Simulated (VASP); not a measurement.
Runs of VASP 6.6.1 on Cd. Symmetry: Fm-3m, No. 225, cubic system. The conventional cell has a = 4.436 Å, b = 4.436 Å, c = 4.436 Å, α = 90.00°, β = 90.00°, γ = 90.00°. Around Cd (site symmetry m-3m) lie 12 Cd at 3.14 Å. This isn't the form of Cd at room conditions, which is hcp.

| task | level | potentials or basis | spin | cell | k mesh | cutoff (eV) | smearing | optimiser | other keys | gap on the mesh (eV) | pressure (GPa) |
| --- | --- | --- | --- | --- | --- | --- | --- | --- | --- | --- | --- |
| single point | PBE | VASP PAW PBE potentials, release 64 (Cd) | off | as given | 10 × 10 × 10 | 520 | gaussian 0.05 eV | - | - | none | 2.7 |
| band structure | PBEsol+rVV10 | VASP PAW PBE potentials, release 64 (Cd) | SOC, no magnetisation | as given | 7 × 7 × 7 | 500 | methfessel-paxton 0.1 eV | - | ISYM = 1; MAXMIX = 5 | - | (a) |
| relaxation of cell and atoms | LDA | VASP PAW LDA potentials, release 54 (Cd) | off | relaxed | 10 × 10 × 10 | 600 | methfessel-paxton 0.2 eV | FIRE | - | none | 0.0 |
| single point | RPBE+D3 | VASP PAW PBE potentials, release 64 (Cd) | off | cell strained at random at fixed volume | 10 × 10 × 10 | 520 | methfessel-paxton 0.2 eV | - | - | none | 4.1 |

Q: Fill in the values left out.

A: (a) -3.1.

Caveats: the PAW data sets were made with another functional, which shifts forces and pressure a little (some runs); pairwise dispersion overbinds metals, which lowers pressure and volume (some runs).

A k mesh can miss the band edges, and rows without SOC leave out spin-orbit coupling on Cd.

A gap of «none» marks a metal or a gap under the smearing width.
